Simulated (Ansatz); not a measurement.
**Structure types of AlRu at a series of pressures**

All-electron LAPW in Ansatz 0.2.0 under PBE, scalar-relativistic, energies extrapolated to zero smearing, no spin–orbit coupling; spin polarisation is left out. At each pressure a set of structure types was relaxed with symmetry kept. The table gives H = E + pV above the lowest type of that row in meV/atom (up to 5 of noise); a dash means not tried or turned into another type. Real phases may be missing from the set. k spacings are near 0.17 to 0.21 Å⁻¹, smearing 0.05 to 0.1 eV.

Question: Among CsCl, distorted WC, rocksalt, distorted NiAs, zincblende, which leads at -0.077, 12, 30, 60, 110, 190 GPa?

Answer: CsCl at -0.077 GPa; CsCl at 12 GPa; CsCl at 30 GPa; CsCl at 60 GPa; CsCl at 110 GPa; CsCl at 190 GPa.

```json
{"p (GPa)": "-0.077", "V of the lowest (Å³/atom)": "13.56", "CsCl": "0", "distorted WC": "176", "rocksalt": "791", "distorted NiAs": "181", "zincblende": "1736"}
{"p (GPa)": "12", "V of the lowest (Å³/atom)": "12.86", "CsCl": "0", "distorted WC": "213", "rocksalt": "918", "distorted NiAs": "222", "zincblende": "2219"}
{"p (GPa)": "30", "V of the lowest (Å³/atom)": "12.09", "CsCl": "0", "distorted WC": "261", "rocksalt": "1067", "distorted NiAs": "270", "zincblende": "2775"}
{"p (GPa)": "60", "V of the lowest (Å³/atom)": "11.16", "CsCl": "0", "distorted WC": "334", "rocksalt": "1261", "distorted NiAs": "336", "zincblende": "3491"}
{"p (GPa)": "110", "V of the lowest (Å³/atom)": "10.15", "CsCl": "0", "distorted WC": "441", "rocksalt": "1499", "distorted NiAs": "448", "zincblende": "4389"}
{"p (GPa)": "190", "V of the lowest (Å³/atom)": "9.11", "CsCl": "0", "distorted WC": "585", "rocksalt": "1762", "distorted NiAs": "590", "zincblende": "5447"}
```
